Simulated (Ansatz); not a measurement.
# Al on a Ga site in GaAs, calculated

All numbers are calculated (PBEsol, no spin polarisation, no spin-orbit coupling; Ansatz, PAW set soft_2, 420 eV, k-mesh 2×2×2 shifted by half a step), not measured.

The relaxed host crystal (Kohn–Sham gap 0.43 eV):

```cif
data_structure
_symmetry_space_group_name_H-M 'P 1'
_symmetry_Int_Tables_number 1
_cell_length_a 4.0007
_cell_length_b 4.0007
_cell_length_c 4.0007
_cell_angle_alpha 60.000
_cell_angle_beta 60.000
_cell_angle_gamma 60.000
_cell_volume 45.28
loop_
_atom_site_label
_atom_site_type_symbol
_atom_site_fract_x
_atom_site_fract_y
_atom_site_fract_z
_atom_site_occupancy
Ga1 Ga 0.00000 0.00000 0.00000 1
As1 As 0.25000 0.25000 0.25000 1
```

Supercell of 32 atoms, rows of the matrix [[-1,3,-1],[-1,-1,-1],[-1,-1,3]] times the cell vectors; Al on a Ga site at (0.000, 0.000, 0.000) in fractions of the cell above. Atoms are relaxed at the host's cell.

Distances from the Al atom (Å), by shell of the perfect crystal:

| shell | perfect crystal | relaxed, charge 0 |
| --- | --- | --- |
| 4 As | 2.45 | 2.45 |

```
charge  gap of the cell on the mesh (eV)           carriers
     0                              2.04  none in the bands
```

On this mesh the host's own supercell has a gap of 2.03 eV.

Formation energy of the neutral defect: -0.22 eV, taking atoms from and to the elements' standard states (no corrections for gases), so it belongs to those chemical potentials alone.

A negative value doesn't mean that the atoms enter by themselves: with the elements as reservoirs, compounds of them would form first.

Relaxed cell at charge 0:

```
GaAs Al_Ga charge 0
1.0
     5.6579   -5.6579    5.6579
    -5.6579   -5.6579   -5.6579
     5.6579    5.6579   -5.6579
Al Ga As
1 15 16
Direct
  0.2500 0.2500 0.5000
  0.5000 0.2500 0.2500
  0.5000 0.0000 0.5000
  0.7500 0.2500 0.0000
  0.7500 0.0000 0.2500
  0.7500 0.7500 0.5000
  0.0000 0.2500 0.7500
  0.0000 0.0000 0.0000
  0.0000 0.7500 0.2500
  0.0000 0.5000 0.5000
  0.2500 0.0000 0.7500
  0.2500 0.7500 0.0000
  0.2500 0.5000 0.2500
  0.5000 0.7500 0.7500
  0.5000 0.5000 0.0000
  0.7500 0.5000 0.7500
  0.5000 0.5000 0.7500
  0.7500 0.5000 0.5000
  0.7500 0.2500 0.7500
  0.0000 0.5000 0.2500
  0.0000 0.2500 0.5000
  0.0000 0.0000 0.7500
  0.2500 0.5000 0.0000
  0.2500 0.2500 0.2500
  0.2500 0.0000 0.5000
  0.2500 0.7500 0.7500
  0.5000 0.2500 0.0000
  0.5000 0.0000 0.2500
  0.5000 0.7500 0.5000
  0.7500 0.0000 0.0000
  0.7500 0.7500 0.2500
  0.0000 0.7500 0.0000
```

Caveats: semilocal functionals make gaps too small, which shifts levels too; small supercell, so energies and levels can be off by tenths of an eV; the atoms kept the symmetry of the start, so a distorted state could lie lower.

Aluminium replaces gallium with almost no disturbance: the Al–As distance stays at the host's 2.45 Å, and the neutral cell has no carriers in the bands. Both elements belong to the same group and supply three valence electrons, so the tetrahedral bonds remain filled without donating or trapping charge. Their sizes match because the filled 3d shell of gallium screens the nuclear charge poorly, offsetting the expected growth down the group.

The near-equal gaps of 2.04 and 2.03 eV fit an isovalent substituent that perturbs the bands weakly. They lie far above the host gap of 0.43 eV because the shifted mesh misses the zone centre, where GaAs has its direct gap; they therefore don't measure how alloying widens that gap.

The formation energy of -0.22 eV describes an exchange of aluminium for gallium, with the arsenic reservoir cancelling out. Its sign probably reflects the stronger, more polar Al–As bond, in line with the greater heat of formation of AlAs. It doesn't by itself give the enthalpy of mixing between GaAs and AlAs.
